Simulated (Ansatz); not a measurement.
BeS (honeycomb bilayer), computed twice by G0W0.

The cell holds 4 atoms: 2 Be and 2 S. Its edges and angles: a = 3.428 Å, b = 3.428 Å, c = 29.600 Å, α = 90.0°, β = 90.0°, γ = 120.0°. Regions: layer 1 (BeS-hc), 2 atoms (1 Be and 1 S); layer 2 (BeS-hc), 2 atoms (1 Be and 1 S). Vacuum lies along c.

```xyz
4
Lattice="3.4280 0.0000 0.0000 -1.7140 2.9687 0.0000 0.0000 0.0000 29.6000" Properties=species:S:1:pos:R:3
Be    0.0000    1.9791   13.3158
S     1.7140    0.9896   13.2035
Be    1.7140    0.9896   16.1696
S     0.0000    0.0000   16.3965
```

The structure was relaxed with PBEsol-D3(BJ). The runs that relaxed it are not among those shown. PAW set soft_2, made with PBE.

The first (Ansatz 0.2.0; start PBEsol, 6×6×1 mesh, 444 empty bands, screening to 75 eV; 4 threads of Arm Neoverse V1, shared host) gave, on its mesh: starting gap 3.50 eV, G0W0 gap 5.61 eV, mean of 1 + 4πα/V (set by the cell height) 1.63, 2.8 min.

The second gave: starting gap 3.50 eV, G0W0 gap 5.52 eV, mean of 1 + 4πα/V (set by the cell height) 1.64, 31 s.

What was changed in the input? Choose among start, files, mesh, bands and cutoff, frequency model or another key.

Changed: empty bands from 444 to 179 and screening cutoff (eV) from 75.0 to 41. The starting gap stayed, which rules out the functional and points to the GW step. Other changes could give like numbers; this is the one that was made.

Limits: not at the basis limit; coarse mesh for a sheet.

[Paths, hosts, dates, memory and timing lines, banners, echoed tables and standing remarks are left out of the program output.]

[Logs are printed without paths, hosts, clocks, repeated set-up lines and the standing remarks that a program may print on its own settings, such as how far it seeks lower states.]

[Runs of the session that timed out or met a known fault of the program may be left out.]

[Cells called generated may have been cut or substituted from an entry of the Crystallography Open Database or the Materials Project.]

[Hosts, paths, dates, database ids (printed as entryN), source tags and the programs' standing remarks are cut or masked in the printed files.]
